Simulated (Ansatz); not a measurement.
# Al (Fm-3m) in Ansatz: settings compared

Aim: see how the results for Al move with the level of theory and the settings. Levels: exchange-only PBE, PBE. Tasks: band structure, single point, equation of state.

Everything below comes from runs of Ansatz 0.2.0. Logs are shortened: lines on timing, memory, paths and dates and some standing lists are left out, and cuts for length are marked.

**Measured values to compare with.**

From “The interpretation of polycrystalline coherent inelastic neutron scattering from aluminium”, 2013, pmc:3831299, for a bulk crystal of Al: bulk modulus 76.9 GPa.

The results are compared with them further down.

### 1 The structure

It takes space group Fm-3m (No. 225, cubic). Conventional cell: a = 4.050 Å, b = 4.050 Å, c = 4.050 Å, α = 90.00°, β = 90.00°, γ = 90.00°. Al (site symmetry m-3m) is surrounded by 12 Al at 2.86 Å.

### 2 Band structure, exchange-only PBE

File input.yaml:

```yaml
crystal:
  lattice:
    - [0.0, 2.024805, 2.024805]
    - [2.024805, 0.0, 2.024805]
    - [2.024805, 2.024805, 0.0]
  atoms:
    - { symbol: Al, position: [0.0, 0.0, 0.0] }
hamiltonian:
  xc: { exchange: pbe, correlation: none }
  pseudopotentials: { kind: paw }
kpoints:
  mp_grid: { grid: [11, 11, 11] }
  band_path:
    path:
      - [[0.0, 0.0, 0.0], [0.5, 0.0, 0.5], [0.5, 0.25, 0.75], [0.375, 0.375, 0.75], [0.0, 0.0, 0.0], [0.5, 0.5, 0.5], [0.625, 0.25, 0.625], [0.5, 0.25, 0.75], [0.5, 0.5, 0.5], [0.375, 0.375, 0.75]]
      - [[0.625, 0.25, 0.625], [0.5, 0.0, 0.5]]
    npoints: 14
scf:
  occupations: { method: fermi_dirac, width: 0.05 }
  n_extra_bands: 6
output:
  forces: true
  stress: true
  eigenvalues: true
  fatbands: false
```

Potentials or basis: Ansatz PAW.

On the command line:

```sh
> ansatz run input.yaml --threads 2 --pin off --max-ram 5120MiB --backend cpu --events-out ev --progress --plain --runs-dir out
```

What it wrote:

```text
Warning: RAYON_NUM_THREADS=2 ignored (pool sized by the plan → 2); use --threads N
scf.n_extra_bands = 6 over 2 filled bands (N_el = 3.0): the run solves 8 bands
Engine: ansatz 0.2.0, aarch64-unknown-linux-gnu
Pseudopotentials: kind: paw
Pseudopotential: Al, paw, valence charge 3, recommended cutoff 420 eV (normal), Al.paw.azcp
Functional definition: unnamed
  exchange = pbe_x
  correlation = 0
Crystal: 1 atoms, lattice volume = 16.603 Å³
Basis set: ecut = 420 eV, 331 PW (Γ), exchange–correlation on 40×40×40 points (8 copies of the dense FFT grid, shifted against one another)
Bands: 8, of which v1, the nominal top of the filled ones, is band 2 counted from 1 (1 counted from 0)
Symmetry: 48 space group operations
Space group: Fm-3m (ITA 225), of the structure as read, at distance tolerance 2.6e-5 Å
k-points: 56 of 1331
Non-local potential: Al, projectors of the file, l = 0: 2, l = 1: 2, l = 2: 1
PAW form: soft (Blöchl's): semilocal exchange-correlation on the pseudo side does not see the compensation charge
PAW frozen core: Al, regenerated for the run's functional, and the local potential with it (the file was generated under x = pbe(κ = 0.804, μ = 0.2195149727645171), c = pbe(β = 0.06672455060314922))
PAW one-centre angular grid: Al, 110 points (default); XC on 64 Gauss nodes
Initial density: superposition of atomic densities (neutral atoms: chi_scale 0, normalization atom), corrected by the library's trained network
Initial wavefunctions: pseudopotential atomic-orbital guess
Functional: x = pbe(κ = 0.804, μ = 0.2195149727645171), c = none
SCF iter   1: F=—  HF=-523.532431 eV  |F-HF|=—  |Δ(HF+E_count)|=         —  Δρ=2.90e-3  dr2=1.65e-3  ethr=1.77e-3  ⟨swp⟩=4.8  Hψ=3436  notcnv=0  defer=1
preconditioner: auto → none  [insulator: Δε(μ)=0.228 eV  Ē_g=16.350 eV  σ=0.050 eV  W_gap=0.52  n_scr=0 (ndim 8)  ℏωp=15.8 eV  f_vac=0.000  D(μ)=0.55/eV (n_scr^D=0)  ε∞_Penn≈1.9]
SCF iter   2: F=—  HF=-523.532243 eV  |F-HF|=—  |Δ(HF+E_count)|=   1.88e-4  Δρ=1.39e-3  dr2=3.76e-4  ethr=5.49e-5  ⟨swp⟩=1.1  Hψ=900  notcnv=0  defer=20
SCF iter   3: F=—  HF=-523.532226 eV  |F-HF|=—  |Δ(HF+E_count)|=   1.70e-5  Δρ=7.92e-5  dr2=1.10e-6  ethr=1.25e-5  ⟨swp⟩=1.1  Hψ=363  notcnv=0  defer=20
SCF iter   4: F=—  HF=-523.532232 eV  |F-HF|=—  |Δ(HF+E_count)|=   5.86e-6  Δρ=1.48e-5  dr2=4.26e-8  ethr=3.66e-8  ⟨swp⟩=2.1  Hψ=435  notcnv=0  defer=20
iter 5 did not close the SCF: its close was put off for the readings that it lacked (scf_convergence_deferred on its scf_iter line)
SCF iter   5: F=-523.532232 eV  HF=-523.532232 eV  |F-HF|=4.45e-11  |Δ(HF+E_count)|=   3.14e-9  Δρ=1.80e-6  dr2=6.21e-10  ethr=1.42e-9  ⟨swp⟩=1.0  Hψ=354  notcnv=0  defer=20
SCF iter   6: F=-523.532232 eV  HF=-523.532232 eV  |F-HF|=2.27e-13  |Δ(HF+E_count)|=  4.18e-11  Δρ=6.70e-8  dr2=6.83e-13  ethr=2.07e-11  ⟨swp⟩=4.1  Hψ=1863  notcnv=0
SCF 1 converged in 6 iterations: F = -523.532232 eV  dr2 = 6.83e-13
NSCF: frozen V_eff on 142 k-points
SCF converged after 6 iterations
Free energy (F): -523.532232 eV
Harris-Foulkes:  -523.532232 eV  (|F-HF|=2.27e-13)
Internal energy: -523.528242 eV  (E = F + TS)
E sigma→0 (E₀):  -523.530237 eV
Entropy (-TS):   -0.003989 eV (-3.989 meV/atom)
Fermi energy:    9.358590 eV
--- Per-component energies (eV) ---
  E_band       = 14.810109
  E_kinetic    = 22.666960
  E_local      = 9.516490  (includes V_loc(G=0)·N_el)
  E_nonlocal   = 10.695401
  E_hartree    = 0.109512
  E_xc         = -34.964737
  E_vxc        = -24.506185  (∫ρ·V_xc dr)
  E_paw        = -458.214758  (= ΣΔE_a)
  E_vpaw       = -3.781579  (= ΣTr[D̂ρ^β])
  E_aug_tail   = -0.000003  (compensation charges beyond the density's cutoff)
  E_ewald      = -73.363052
  E_core_change = 0.025944  (= ΣΔE_core)
  E_smearing   = -0.003989  (= −TS)
  E_closure    = 0.000000  (closes the sum)
  Σ components = -523.532232   (vs F -523.532232, Δ=0.00e0)
--- Forces (eV/Å), atoms counted from 1 ---
  atom   1  Al    -0.00000000    -0.00000000     0.00000000
  max |Σ_I F_I| component: 7.45e-33 eV/Å
--- Stress (GPa, compression-positive) ---
        9.121572       0.000000       0.000000
        0.000000       9.121572      -0.000000
       -0.000000       0.000000       9.121572
  P = ⅓ Tr σ = 9.1216 GPa (91.216 kbar)
--- Band table (eV; the first three rows and the last of 56) ---
  k-point 0: bands = ["-1.7353", "21.7612", "21.7612", "21.7612", "23.2820", "23.2820", "23.2820", "25.8288"]
  k-point 1: bands = ["-1.5119", "18.9232", "21.1506", "21.1506", "23.9785", "24.2162", "24.2162", "27.3482"]
  k-point 2: bands = ["-0.8437", "15.3194", "20.4402", "20.4402", "23.7800", "24.9773", "24.9773", "26.5541"]
  k-point 55: bands = ["7.9633", "8.1981", "9.6351", "11.4477", "23.1181", "25.9452", "26.1321", "27.9968"]
```

It took 0.72 s on 2 threads of Arm Neoverse V1, shared host; peak memory 0.24 GiB.

Results:

* Free energy: -523.5322 eV
* Pressure: 9.1 GPa
* Band gap on the k mesh: none (metal or under the smearing width)

Levels at the corners of the path, in eV from the Fermi level:
| point | band 1 | band 2 | band 3 | band 4 | band 5 | band 6 | band 7 |
| --- | --- | --- | --- | --- | --- | --- | --- |
| Γ | -11.09 | 12.40 | 12.40 | 12.40 | 13.92 | 13.92 | 13.92 |
| X | -2.93 | -1.60 | 5.18 | 5.51 | 5.51 | 8.98 | 24.71 |
| W | -0.87 | -0.87 | 0.28 | 0.94 | 15.61 | 15.61 | 16.20 |
| K | -1.90 | -1.34 | -0.45 | 6.47 | 8.11 | 15.50 | 21.38 |
| Γ | -11.09 | 12.40 | 12.40 | 12.40 | 13.92 | 13.92 | 13.92 |
| L | -4.52 | -4.44 | 11.21 | 11.21 | 11.34 | 11.34 | 14.97 |
| U | -1.90 | -1.34 | -0.45 | 6.47 | 8.11 | 15.50 | 21.38 |
| W | -0.87 | -0.87 | 0.28 | 0.94 | 15.61 | 15.61 | 16.20 |
| L | -4.52 | -4.44 | 11.21 | 11.21 | 11.34 | 11.34 | 14.97 |
| K | -1.90 | -1.34 | -0.45 | 6.47 | 8.11 | 15.50 | 21.38 |
| U | -1.90 | -1.34 | -0.45 | 6.47 | 8.11 | 15.50 | 21.38 |
| X | -2.93 | -1.60 | 5.18 | 5.51 | 5.51 | 8.98 | 24.71 |

Caveat: the PAW data sets come from PBE, with cores solved anew for the run's functional, which leaves a small shift of forces and pressure.

### 3 Band structure, PBE

Changes to input.yaml since step 2:

```diff
@@ -8,4 +8,4 @@
 hamiltonian:
-  xc: { exchange: pbe, correlation: none }
-  pseudopotentials: { kind: paw }
+  xc: pbe
+  pseudopotentials: { kind: paw, partial_waves: polarizable }
 kpoints:
@@ -24,2 +24,2 @@
   eigenvalues: true
-  fatbands: false
+  fatbands: true
```

Potentials or basis: Ansatz PAW polarizable.

On the command line:

```sh
> ansatz run input.yaml --threads 2 --pin off --max-ram 5120MiB --backend cpu --events-out ev --progress --plain --runs-dir out
```

It took 0.81 s on 2 threads of Arm Neoverse V1, shared host; peak memory 0.25 GiB.

Results (log left out):

* Free energy: -537.5123 eV
* Pressure: -0.4 GPa
* Band gap on the k mesh: none (metal or under the smearing width)

Levels at the corners of the path, in eV from the Fermi level:
| point | band 1 | band 2 | band 3 | band 4 | band 5 | band 6 | band 7 |
| --- | --- | --- | --- | --- | --- | --- | --- |
| Γ | -11.09 | 12.48 | 12.48 | 12.48 | 14.02 | 14.02 | 14.02 |
| X | -2.91 | -1.61 | 5.21 | 5.56 | 5.56 | 8.98 | 24.88 |
| W | -0.85 | -0.85 | 0.17 | 1.06 | 15.68 | 15.68 | 16.25 |
| K | -1.88 | -1.36 | -0.42 | 6.52 | 8.13 | 15.55 | 21.50 |
| Γ | -11.09 | 12.48 | 12.48 | 12.48 | 14.02 | 14.02 | 14.02 |
| L | -4.57 | -4.38 | 11.34 | 11.34 | 11.34 | 11.34 | 15.10 |
| U | -1.88 | -1.36 | -0.42 | 6.52 | 8.13 | 15.55 | 21.50 |
| W | -0.85 | -0.85 | 0.17 | 1.06 | 15.68 | 15.68 | 16.25 |
| L | -4.57 | -4.38 | 11.34 | 11.34 | 11.34 | 11.34 | 15.10 |
| K | -1.88 | -1.36 | -0.42 | 6.52 | 8.13 | 15.55 | 21.50 |
| U | -1.88 | -1.36 | -0.42 | 6.52 | 8.13 | 15.55 | 21.50 |
| X | -2.91 | -1.61 | 5.21 | 5.56 | 5.56 | 8.98 | 24.88 |

### 4 Single point, PBE, 15.61 Å³/atom (volume scaled by 0.94)

File input.yaml:

```yaml
crystal:
  lattice:
    - [0.0, 1.9834708509, 1.9834708509]
    - [1.9834708509, 0.0, 1.9834708509]
    - [1.9834708509, 1.9834708509, 0.0]
  atoms:
    - { symbol: Al, position: [0.0, 0.0, 0.0] }
hamiltonian:
  xc: pbe
  pseudopotentials: { kind: paw, accuracy: stringent }
kpoints:
  mp_grid: { grid: [11, 11, 11] }
scf:
  occupations: { method: fermi_dirac, width: 0.05 }
output:
  forces: true
  stress: true
  eigenvalues: true
```

Potentials or basis: SSSP precision PAW.

On the command line:

```sh
> ansatz run input.yaml --threads 2 --pin off --max-ram 5120MiB --backend cpu --events-out ev --progress --plain --runs-dir out
```

It took 0.4 s on 2 threads of Arm Neoverse V1, shared host; peak memory 0.25 GiB.

Results (log left out):

| Item | Value |
| --- | --- |
| Free energy | -537.4414 eV |
| Pressure | 5.0 GPa |
| Band gap on the k mesh | none (metal or under the smearing width) |

### 5 Single point, PBE, 15.94 Å³/atom (volume scaled by 0.96)

Changes to input.yaml since step 4:

```diff
@@ -2,5 +2,5 @@
   lattice:
-    - [0.0, 1.9834708509, 1.9834708509]
-    - [1.9834708509, 0.0, 1.9834708509]
-    - [1.9834708509, 1.9834708509, 0.0]
+    - [0.0, 1.9974394157, 1.9974394157]
+    - [1.9974394157, 0.0, 1.9974394157]
+    - [1.9974394157, 1.9974394157, 0.0]
   atoms:
```

On the command line:

```sh
> ansatz run input.yaml --threads 2 --pin off --max-ram 5120MiB --backend cpu --events-out ev --progress --plain --runs-dir out
```

It took 0.38 s on 2 threads of Arm Neoverse V1, shared host; peak memory 0.25 GiB.

The run converged. Its results:

```
Free energy            : -537.4496 eV
Pressure               : 3.0 GPa
Band gap on the k mesh : none (metal or under the smearing width)
```

### 6 Single point, PBE, 16.27 Å³/atom (volume scaled by 0.98)

Changes to input.yaml since step 5:

```diff
@@ -2,5 +2,5 @@
   lattice:
-    - [0.0, 1.9974394157, 1.9974394157]
-    - [1.9974394157, 0.0, 1.9974394157]
-    - [1.9974394157, 1.9974394157, 0.0]
+    - [0.0, 2.0112152952, 2.0112152952]
+    - [2.0112152952, 0.0, 2.0112152952]
+    - [2.0112152952, 2.0112152952, 0.0]
   atoms:
@@ -18 +18,5 @@
   eigenvalues: true
+  write_density: true
+  write_potential: true
+  elf: true
+  volumetric_format: npy
```

Potentials or basis: SSSP precision PAW.

On the command line:

```sh
> ansatz run input.yaml --threads 2 --pin off --max-ram 5120MiB --backend cpu --events-out ev --progress --plain --runs-dir out
```

Run time: 0.45 s. Hardware: 2 threads of Arm Neoverse V1, shared host; peak memory 0.26 GiB.

It converged, with:

```yaml
Free_energy: -537.4539 eV
Pressure: 1.2 GPa
Band_gap_on_the_k_mesh: none (metal or under the smearing width)
```

### 7 Single point, PBE, 16.60 Å³/atom

File input.yaml:

```yaml
crystal:
  lattice:
    - [0.0, 2.024805, 2.024805]
    - [2.024805, 0.0, 2.024805]
    - [2.024805, 2.024805, 0.0]
  atoms:
    - { symbol: Al, position: [0.0, 0.0, 0.0] }
hamiltonian:
  xc: pbe
  pseudopotentials: { kind: paw, accuracy: stringent }
kpoints:
  mp_grid: { grid: [11, 11, 11] }
scf:
  occupations: { method: fermi_dirac, width: 0.05 }
output:
  forces: true
  stress: true
  eigenvalues: true
```

On the command line:

```sh
> ansatz run input.yaml --threads 2 --pin off --max-ram 5120MiB --backend cpu --events-out ev --progress --plain --runs-dir out
```

It took 0.39 s on 2 threads of Arm Neoverse V1, shared host; peak memory 0.25 GiB.

Results (log left out):

| Quantity | Value |
| --- | --- |
| Free energy | -537.4545 eV |
| Pressure | -0.5 GPa |
| Band gap on the k mesh | none (metal or under the smearing width) |

### 8 Single point, PBE, 16.93 Å³/atom (volume scaled by 1.02)

Changes to input.yaml since step 7:

```diff
@@ -2,5 +2,5 @@
   lattice:
-    - [0.0, 2.024805, 2.024805]
-    - [2.024805, 0.0, 2.024805]
-    - [2.024805, 2.024805, 0.0]
+    - [0.0, 2.0382146954, 2.0382146954]
+    - [2.0382146954, 0.0, 2.0382146954]
+    - [2.0382146954, 2.0382146954, 0.0]
   atoms:
```

On the command line:

```sh
> ansatz run input.yaml --threads 2 --pin off --max-ram 5120MiB --backend cpu --events-out ev --progress --plain --runs-dir out
```

It took 0.4 s on 2 threads of Arm Neoverse V1, shared host; peak memory 0.26 GiB.

Results (log left out):

- Free energy: -537.4520 eV
- Pressure: -1.9 GPa
- Band gap on the k mesh: none (metal or under the smearing width)

### 9 Single point, PBE, 17.27 Å³/atom (volume scaled by 1.04)

Changes to input.yaml since step 8:

```diff
@@ -2,5 +2,5 @@
   lattice:
-    - [0.0, 2.0382146954, 2.0382146954]
-    - [2.0382146954, 0.0, 2.0382146954]
-    - [2.0382146954, 2.0382146954, 0.0]
+    - [0.0, 2.0514502267, 2.0514502267]
+    - [2.0514502267, 0.0, 2.0514502267]
+    - [2.0514502267, 2.0514502267, 0.0]
   atoms:
```

Potentials or basis: SSSP precision PAW.

On the command line:

```sh
> ansatz run input.yaml --threads 2 --pin off --max-ram 5120MiB --backend cpu --events-out ev --progress --plain --runs-dir out
```

It took 0.46 s on 2 threads of Arm Neoverse V1, shared host; peak memory 0.26 GiB.

Results (log left out):

```yaml
Free_energy: -537.4466 eV
Pressure: -3.3 GPa
Band_gap_on_the_k_mesh: none (metal or under the smearing width)
```

### 10 Single point, PBE, 17.60 Å³/atom (volume scaled by 1.06)

Changes to input.yaml since step 9:

```diff
@@ -2,5 +2,5 @@
   lattice:
-    - [0.0, 2.0514502267, 2.0514502267]
-    - [2.0514502267, 0.0, 2.0514502267]
-    - [2.0514502267, 2.0514502267, 0.0]
+    - [0.0, 2.0645171409, 2.0645171409]
+    - [2.0645171409, 0.0, 2.0645171409]
+    - [2.0645171409, 2.0645171409, 0.0]
   atoms:
@@ -18 +18,5 @@
   eigenvalues: true
+  write_density: true
+  write_potential: true
+  elf: true
+  volumetric_format: npy
```

On the command line:

```sh
> ansatz run input.yaml --threads 2 --pin off --max-ram 5120MiB --backend cpu --events-out ev --progress --plain --runs-dir out
```

It took 0.52 s on 2 threads of Arm Neoverse V1, shared host; peak memory 0.26 GiB.

The run converged. Its results:

```
Free energy            : -537.4386 eV
Pressure               : -4.4 GPa
Band gap on the k mesh : none (metal or under the smearing width)
```

### 11 Equation of state, PBE

This step only gathers the single runs of the series.

What came out:

* Equilibrium volume: 16.50 Å³/atom
* Bulk modulus: 79 GPa
* Pressure derivative of the bulk modulus: 4.5

Energy against volume, from the lowest point:
```csv
volume (Å³/atom),energy (meV/atom)
15.607,13.14
15.939,4.91
16.271,0.66
16.603,0.00
16.935,2.54
17.267,7.96
17.599,15.93
```

[end of part 1 of 2]
